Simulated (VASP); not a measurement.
# NaF (Villiaumite) (Fm-3m) in VASP: notebook

One crystal, NaF (Villiaumite), is run at these levels: PBEsol; tasks: relaxation of cell and atoms.

Program: VASP 6.6.1. These are calculated values, not measurements. Logs are shortened: lines on timing, memory, paths and dates and some standing lists are left out, and cuts for length are marked.

## Step 1: The structure

Symmetry: Fm-3m, No. 225, cubic system. Conventional cell: a = 4.640 Å, b = 4.640 Å, c = 4.640 Å, α = 90.00°, β = 90.00°, γ = 90.00°. Na (site symmetry m-3m) is surrounded by 6 F at 2.32 Å. F (site symmetry m-3m) is surrounded by 6 Na at 2.32 Å.

## Step 2: Relaxation of cell and atoms, PBEsol

INCAR

```
ALGO     = Normal         # electronic algorithm
EDIFF    = 1E-6           # SCF threshold, eV
EDIFFG   = -0.01          # ionic threshold
ENCUT    = 600            # plane-wave cutoff, eV
GGA      = PS             # functional
IBRION   = 2              # ionic algorithm
ISIF     = 3              # what is computed and relaxed
ISMEAR   = 0              # smearing method
LASPH    = T              # aspherical terms in the spheres
LCHARG   = F              # write CHGCAR
LREAL    = F              # projectors in reciprocal space
LWAVE    = F              # write WAVECAR
NELM     = 80             # most SCF steps
NSW      = 90             # ionic steps
PREC     = Accurate       # precision mode
SIGMA    = 0.03           # smearing width, eV
```

KPOINTS

```
k-points
0
Gamma
  10 10 10
```

POSCAR

```
NaF
1.0
    0.0000000000      2.3200000000      2.3200000000
    2.3200000000      0.0000000000      2.3200000000
    2.3200000000      2.3200000000      0.0000000000
Na F
1 1
Direct
    0.0000000000      0.0000000000      0.0000000000
    0.5000000000      0.5000000000      0.5000000000
```

Potentials or basis: VASP PAW PBE potentials, release 64 (Na_pv, F).

Command:

```console
cat potpaw_PBE.64/Na_pv/POTCAR potpaw_PBE.64/F/POTCAR > POTCAR
mpirun -np 1 vasp_std > vasp.out
```

OUTCAR:

```text
EDIFF = 1E-6
   EDIFFG = -0.01
   ENCUT = 600
   GGA = PS
   IBRION = 2
   ISIF = 3
   ISMEAR = 0
   LASPH = T
   LREAL = F
   NELM = 80
   NSW = 90
   PREC = Accurate

 ion  position               nearest neighbor table
   1  0.000  0.000  0.000-   2 2.32   2 2.32   2 2.32   2 2.32   2 2.32   2 2.32
   2  0.500  0.500  0.500-   1 2.32   1 2.32   1 2.32   1 2.32   1 2.32   1 2.32

  LATTYP: Found a face centered cubic cell.
 ALAT       =     4.6400000000

  Lattice vectors:

 A1 = (   0.0000000000,   2.3200000000,   2.3200000000)
 A2 = (   2.3200000000,   0.0000000000,   2.3200000000)
 A3 = (   2.3200000000,   2.3200000000,   0.0000000000)

Analysis of symmetry for initial positions (statically):
=====================================================================
 Subroutine PRICEL returns:
 Original cell was already a primitive cell.

 Routine SETGRP: Setting up the symmetry group for a
 face centered cubic supercell.

 Subroutine GETGRP returns: Found 48 space group operations
 (whereof 48 operations were pure point group operations)
 out of a pool of 48 trial point group operations.

The static configuration has the point symmetry O_h .

Analysis of symmetry for dynamics (positions and initial velocities):
=====================================================================
 Subroutine PRICEL returns:
 Original cell was already a primitive cell.

 Routine SETGRP: Setting up the symmetry group for a
 face centered cubic supercell.

 Subroutine GETGRP returns: Found 48 space group operations
 (whereof 48 operations were pure point group operations)
 out of a pool of 48 trial point group operations.

The dynamic configuration has the point symmetry O_h .

 Subroutine INISYM returns: Found 48 space group operations
 (whereof 48 operations are pure point group operations),
 and found     1 'primitive' translations

----------------------------------------------------------------------------------------

                                     Primitive cell

  volume of cell :      24.9743

  direct lattice vectors                    reciprocal lattice vectors
     0.000000000  2.320000000  2.320000000    -0.215517241  0.215517241  0.215517241
     2.320000000  0.000000000  2.320000000     0.215517241 -0.215517241  0.215517241
     2.320000000  2.320000000  0.000000000     0.215517241  0.215517241 -0.215517241

  length of vectors
     3.280975465  3.280975465  3.280975465     0.373286812  0.373286812  0.373286812
[... 103 lines left out ...]
  Fermi-wavevector in a.u.,A,eV,Ry     =   1.349852  2.550851 24.791186  1.822101
  Thomas-Fermi vector in A             =   2.477405
   LORBIT       =      0    0 simple, 1 ext, 2 COOP (PROOUT), +10 PAW based schemes
   GGA     = PS    functional components
   LHFCALC =     F    Hartree Fock is set to
   AEXX    =    0.0000 exact exchange contribution
   IVDW    =     0    specifies the selected vdW correction
   LEPSILON=     F    determine dielectric tensor
   LRPA    =     F    only Hartree local field effects (RPA)
 conjugate gradient relaxation of ions
 non-spin polarized calculation
 Gauss-broadening in eV      SIGMA  =   0.03
  energy-cutoff  :      600.00
  volume of cell :       24.97
 maximum number of plane-waves:       869
 NGX is ok and might be reduce to    28
   NGX = 13   NGY = 13   NGZ = 13

--------------------------------------- Ionic step        1  -------------------------------------------

 number of electron      14.0000006 magnetization

 Free energy of the ion-electron system (eV)
  ---------------------------------------------------
  ext. energy  EPLUGINS =         0.00000000
  ---------------------------------------------------
  free energy    TOTEN  =        -8.77069204 eV

  energy without entropy =       -8.77069204  energy(sigma->0) =       -8.77069204

------------------------ aborting loop because EDIFF is reached ----------------------------------------

  FORCE on cell =-STRESS in cart. coord.  units (eV):
  Direction    XX          YY          ZZ          XY          YZ          ZX
  --------------------------------------------------------------------------------------
  -------------------------------------------------------------------------------------
  Total       -0.0770569     -0.0770569     -0.0770569     -0.0000000      0.0000000     -0.0000000
  in kB       -4.9434272     -4.9434272     -4.9434272     -0.0000000      0.0000000     -0.0000000
  external PRESSURE =      -4.9434272 kB  Pullay stress =       0.0000000 kB
[... 59 lines left out ...]
--------------------------------------- Ionic step        3  -------------------------------------------

 number of electron      14.0000006 magnetization

 Free energy of the ion-electron system (eV)
  ---------------------------------------------------
  ext. energy  EPLUGINS =         0.00000000
  ---------------------------------------------------
  free energy    TOTEN  =        -8.77101261 eV

  energy without entropy =       -8.77101261  energy(sigma->0) =       -8.77101261

 E-fermi :  -1.9314     XC(G=0):  -9.3525

 val. band max:       -2.1627592715   @ k =   0.0000   0.0000   0.0000
 cond. band min:       4.0197566258   @ k =   0.0000   0.0000   0.0000
 fundamental gap:      6.1825158973
 Fermi energy:        -1.9313672375

 k-point     1 :       0.0000    0.0000    0.0000
  band No.  band energies     occupation
      1     -21.2265      2.00000
      2     -20.9194      2.00000
      3     -20.9194      2.00000
      4     -20.9194      2.00000
      5      -2.1628      2.00000
      6      -2.1628      2.00000
      7      -2.1628      2.00000
      8       4.0198      0.00000
      9      16.7093      0.00000
     10      16.7093      0.00000
     11      16.7093      0.00000
[... 309 lines left out ...]
 k-point    24 :       0.4000    0.3000    0.0000
  band No.  band energies     occupation
      1     -21.4584      2.00000
      2     -20.9694      2.00000
      3     -20.9610      2.00000
      4     -20.5592      2.00000
      5      -3.3660      2.00000
      6      -2.5529      2.00000
      7      -2.4954      2.00000
      8       8.3054      0.00000
      9      11.5016      0.00000
     10      14.4983      0.00000
     11      17.3645      0.00000

 [... further k-points ...]

------------------------ aborting loop because EDIFF is reached ----------------------------------------

  FORCE on cell =-STRESS in cart. coord.  units (eV):
  Direction    XX          YY          ZZ          XY          YZ          ZX
  --------------------------------------------------------------------------------------
  -------------------------------------------------------------------------------------
  Total        0.0009049      0.0009049      0.0009049      0.0000000     -0.0000000      0.0000000
  in kB        0.0584999      0.0584999      0.0584999      0.0000000     -0.0000000      0.0000000
  external PRESSURE =       0.0584999 kB  Pullay stress =       0.0000000 kB
[... 17 lines left out ...]
  FREE ENERGIE OF THE ION-ELECTRON SYSTEM (eV)
  ---------------------------------------------------
  free  energy   TOTEN  =        -8.7710126074 eV

  energy  without entropy=       -8.7710126074  energy(sigma->0) =       -8.77101261

 reached required accuracy - stopping structural energy minimisation
```

OSZICAR:

```text
N       E                     dE             d eps       ncg     rms          rms(c)
DAV:   1     0.118926077266E+03    0.11893E+03   -0.87765E+03  1043   0.167E+03
DAV:   2    -0.250543246508E+01   -0.12143E+03   -0.11272E+03  1122   0.391E+02
DAV:   3    -0.946738966915E+01   -0.69620E+01   -0.69376E+01  1211   0.932E+01
DAV:   4    -0.953963996298E+01   -0.72250E-01   -0.72239E-01  1130   0.103E+01
[... 18 lines left out ...]
DAV:   1    -0.877159115759E+01   -0.62222E-03   -0.11351E-02  1220   0.183E+00    0.190E-01
DAV:   2    -0.877106368970E+01    0.52747E-03   -0.21935E-03  1226   0.522E-01    0.512E-02
DAV:   3    -0.877102711953E+01    0.36570E-04   -0.76706E-05  1150   0.228E-01    0.265E-02
DAV:   4    -0.877101307948E+01    0.14040E-04   -0.12541E-05  1166   0.134E-01    0.425E-03
DAV:   5    -0.877101260744E+01    0.47204E-06   -0.19859E-06   875   0.247E-02
   3 F= -.87710126E+01 E0= -.87710126E+01  d E =-.320571E-03
```

Wall time 12 s (1 thread of Intel Xeon 6975P-C (Granite Rapids), shared host); peak memory 0.15 GiB.

What came out:

- Free energy: -8.7710 eV
- Relaxed volume: 12.39 Å³/atom
- Relaxed cell: a = 3.273 Å, b = 3.273 Å, c = 3.273 Å, α = 60.00°, β = 60.00°, γ = 60.00°
- Space group after relaxing (to 0.05 Å): Fm-3m (No. 225)
- Energy gained by relaxing: 0.2 meV/atom
- Ionic steps: 3
- Pressure after relaxing: 0.0 GPa
- Band gap on the k mesh: 6.18 eV, direct

The path:
| step | energy change (eV) | largest force (eV/Å) | pressure (GPa) | volume (Å³) |
| --- | --- | --- | --- | --- |
| 1 | 0.0000 | 0.0000 | -0.49 | 24.97 |
| 2 | -0.0003 | 0.0000 | -0.14 | 24.84 |
| 3 | -0.0003 | 0.0000 | 0.01 | 24.78 |

Final structure:
```cif
data_structure
_symmetry_space_group_name_H-M 'P 1'
_symmetry_Int_Tables_number 1
_cell_length_a 3.2726
_cell_length_b 3.2726
_cell_length_c 3.2726
_cell_angle_alpha 60.000
_cell_angle_beta 60.000
_cell_angle_gamma 60.000
_cell_volume 24.78
loop_
_atom_site_label
_atom_site_type_symbol
_atom_site_fract_x
_atom_site_fract_y
_atom_site_fract_z
_atom_site_occupancy
Na1 Na 0.00000 0.00000 0.00000 1
F1 F 0.50000 0.50000 0.50000 1
```

Levels at points of the mesh, in eV from the valence-band top:
```csv
k point,band 4,band 5,band 6,band 7,band 8,band 9,band 10,band 11
"(0.00, 0.00, 0.00)",-18.76,0.00,0.00,0.00,6.18,18.87,18.87,18.87
"(0.50, 0.00, 0.00)",-18.00,-1.63,-0.26,-0.26,10.63,12.37,20.02,20.02
"(0.50, 0.50, 0.00)",-18.80,-1.30,-0.41,-0.41,13.01,13.11,13.57,19.69
```

Caveat: the PAW data sets were made with another functional, which shifts forces and pressure a little. A k mesh can miss the band edges.

## Step 3: Relaxation of cell and atoms, PBEsol

This run uses another cell than the first one, of 12.39 Å³/atom, 0.992 times its volume.

INCAR: that of step 2 with these lines changed.

```diff
@@ -1,4 +1,4 @@
 ALGO     = Normal         # electronic algorithm
-EDIFF    = 1E-6           # SCF threshold, eV
-EDIFFG   = -0.01          # ionic threshold
+EDIFF    = 1E-7           # SCF threshold, eV
+EDIFFG   = -0.005         # ionic threshold
 ENCUT    = 600            # plane-wave cutoff, eV
```

KPOINTS is that of step 2.

POSCAR

```
NaF                                     
1.0
   -0.0000000000      2.3140630840      2.3140630840
    2.3140630840      0.0000000000      2.3140630840
    2.3140630840      2.3140630840      0.0000000000
  Na              F             
     1     1
Direct
     0.0000000000000000    0.0000000000000000    0.0000000000000000
     0.5000000000000000    0.5000000000000000    0.5000000000000000
```

Potentials or basis: VASP PAW PBE potentials, release 64 (Na_pv, F).

Command:

```console
cat potpaw_PBE.64/Na_pv/POTCAR potpaw_PBE.64/F/POTCAR > POTCAR
mpirun -np 1 vasp_std > vasp.out
```

OUTCAR:

```text
EDIFF = 1E-7
   EDIFFG = -0.005
   ENCUT = 600
   GGA = PS
   IBRION = 2
   ISIF = 3
   ISMEAR = 0
   LASPH = T
   LREAL = F
   NELM = 80
   NSW = 90
   PREC = Accurate

 ion  position               nearest neighbor table
   1  0.000  0.000  0.000-   2 2.31   2 2.31   2 2.31   2 2.31   2 2.31   2 2.31
   2  0.500  0.500  0.500-   1 2.31   1 2.31   1 2.31   1 2.31   1 2.31   1 2.31

  LATTYP: Found a face centered cubic cell.
 ALAT       =     4.6281261680

  Lattice vectors:

 A1 = (   0.0000000000,   2.3140630840,   2.3140630840)
 A2 = (   2.3140630840,   0.0000000000,   2.3140630840)
 A3 = (   2.3140630840,   2.3140630840,   0.0000000000)

Analysis of symmetry for initial positions (statically):
=====================================================================
 Subroutine PRICEL returns:
 Original cell was already a primitive cell.

 Routine SETGRP: Setting up the symmetry group for a
 face centered cubic supercell.

 Subroutine GETGRP returns: Found 48 space group operations
 (whereof 48 operations were pure point group operations)
 out of a pool of 48 trial point group operations.

The static configuration has the point symmetry O_h .
[... 177 lines left out ...]
      5      -2.1631      2.00000
      6      -2.1631      2.00000
      7      -2.1631      2.00000
      8       4.0196      0.00000
      9      16.7093      0.00000
     10      16.7093      0.00000
     11      16.7093      0.00000
[... 309 lines left out ...]
 k-point    24 :       0.4000    0.3000    0.0000
  band No.  band energies     occupation
      1     -21.4584      2.00000
      2     -20.9688      2.00000
      3     -20.9604      2.00000
      4     -20.5591      2.00000
      5      -3.3663      2.00000
      6      -2.5533      2.00000
      7      -2.4957      2.00000
      8       8.3053      0.00000
      9      11.5013      0.00000
     10      14.4983      0.00000
     11      17.3635      0.00000

 [... further k-points ...]

------------------------ aborting loop because EDIFF is reached ----------------------------------------

  FORCE on cell =-STRESS in cart. coord.  units (eV):
  Direction    XX          YY          ZZ          XY          YZ          ZX
  --------------------------------------------------------------------------------------
  -------------------------------------------------------------------------------------
  Total       -0.0093022     -0.0093022     -0.0093022      0.0000000      0.0000000      0.0000000
  in kB       -0.6013659     -0.6013659     -0.6013659      0.0000000      0.0000000      0.0000000
  external PRESSURE =      -0.6013659 kB  Pullay stress =       0.0000000 kB

 VOLUME and BASIS-vectors are now :
 -----------------------------------------------------------------------------
  energy-cutoff  :      600.00
  volume of cell :       24.78
      direct lattice vectors                 reciprocal lattice vectors
     0.000000000  2.314063084  2.314063084    -0.216070168  0.216070168  0.216070168
     2.314063084  0.000000000  2.314063084     0.216070168 -0.216070168  0.216070168
     2.314063084  2.314063084  0.000000000     0.216070168  0.216070168 -0.216070168

 POSITION                                       TOTAL-FORCE (eV/Angst)
 -----------------------------------------------------------------------------------
      0.00000      0.00000      0.00000         0.000000     -0.000000     -0.000000
      2.31406      2.31406      2.31406        -0.000000      0.000000      0.000000
 -----------------------------------------------------------------------------------
    total drift:                                0.000000      0.000000      0.000000

  FREE ENERGIE OF THE ION-ELECTRON SYSTEM (eV)
  ---------------------------------------------------
  free  energy   TOTEN  =        -8.7705337798 eV

  energy  without entropy=       -8.7705337798  energy(sigma->0) =       -8.77053378

 reached required accuracy - stopping structural energy minimisation
```

OSZICAR:

```text
N       E                     dE             d eps       ncg     rms          rms(c)
DAV:   1     0.120384881186E+03    0.12038E+03   -0.88663E+03  1040   0.173E+03
DAV:   2    -0.232449980522E+01   -0.12271E+03   -0.11428E+03  1112   0.393E+02
DAV:   3    -0.946329270899E+01   -0.71388E+01   -0.71150E+01  1208   0.943E+01
DAV:   4    -0.953826598015E+01   -0.74973E-01   -0.74963E-01  1124   0.104E+01
DAV:   5    -0.953902699265E+01   -0.76101E-03   -0.76100E-03  1193   0.107E+00    0.490E+00
DAV:   6    -0.878654868712E+01    0.75248E+00   -0.32288E+00  1247   0.185E+01    0.183E+00
DAV:   7    -0.877139317370E+01    0.15156E-01   -0.32161E-02  1049   0.269E+00    0.102E+00
DAV:   8    -0.876998036980E+01    0.14128E-02   -0.25545E-02  1058   0.437E+00    0.128E-01
DAV:   9    -0.877064730111E+01   -0.66693E-03   -0.43263E-03  1175   0.757E-01    0.923E-02
DAV:  10    -0.877053171817E+01    0.11558E-03   -0.86834E-04  1088   0.421E-01    0.130E-02
DAV:  11    -0.877053347648E+01   -0.17583E-05   -0.38893E-05  1118   0.168E-01    0.514E-03
DAV:  12    -0.877053382814E+01   -0.35166E-06   -0.54301E-06  1223   0.401E-02    0.267E-03
DAV:  13    -0.877053377976E+01    0.48377E-07   -0.69433E-07  1082   0.949E-03
   1 F= -.87705338E+01 E0= -.87705338E+01  d E =-.877053E+01
```

CONTCAR:

```text
NaF
   1.00000000000000
     0.0000000000000000    2.3140630839999998    2.3140630839999998
     2.3140630839999998    0.0000000000000000    2.3140630839999998
     2.3140630839999998    2.3140630839999998    0.0000000000000000
  Na              F
     1     1
Direct
     0.0000000000000000    0.0000000000000000    0.0000000000000000
     0.5000000000000000    0.5000000000000000    0.5000000000000000

  0.00000000E+00  0.00000000E+00  0.00000000E+00
  0.00000000E+00  0.00000000E+00  0.00000000E+00
```

Run time: 7.1 s. Hardware: 1 thread of Intel Xeon 6975P-C (Granite Rapids), shared host; peak memory 0.15 GiB.

Results:

```yaml
Free_energy: -8.7705 eV
Pressure_after_relaxing: -0.1 GPa
Band_gap_on_the_k_mesh: 6.18 eV, direct
```

Final structure:
```
Na F
1.0
     0.00000    2.31406    2.31406
     2.31406    0.00000    2.31406
     2.31406    2.31406    0.00000
Na F
1 1
Direct
  0.00000 0.00000 0.00000
  0.50000 0.50000 0.50000
```

Levels at points of the mesh, in eV from the valence-band top:
```csv
k point,band 3,band 4,band 5,band 6,band 7,band 8,band 9,band 10,band 11
"(0.00, 0.00, 0.00)",-18.76,-18.76,0.00,0.00,0.00,6.18,18.87,18.87,18.87
"(0.50, 0.00, 0.00)",-18.77,-18.00,-1.63,-0.26,-0.26,10.63,12.37,20.02,20.02
"(0.50, 0.50, 0.00)",-18.81,-18.80,-1.30,-0.41,-0.41,13.01,13.11,13.57,19.69
```

Caveat: the relaxation stopped at its first step, so nothing moved; the PAW data sets were made with another functional, which shifts forces and pressure a little. A k mesh can miss the band edges.
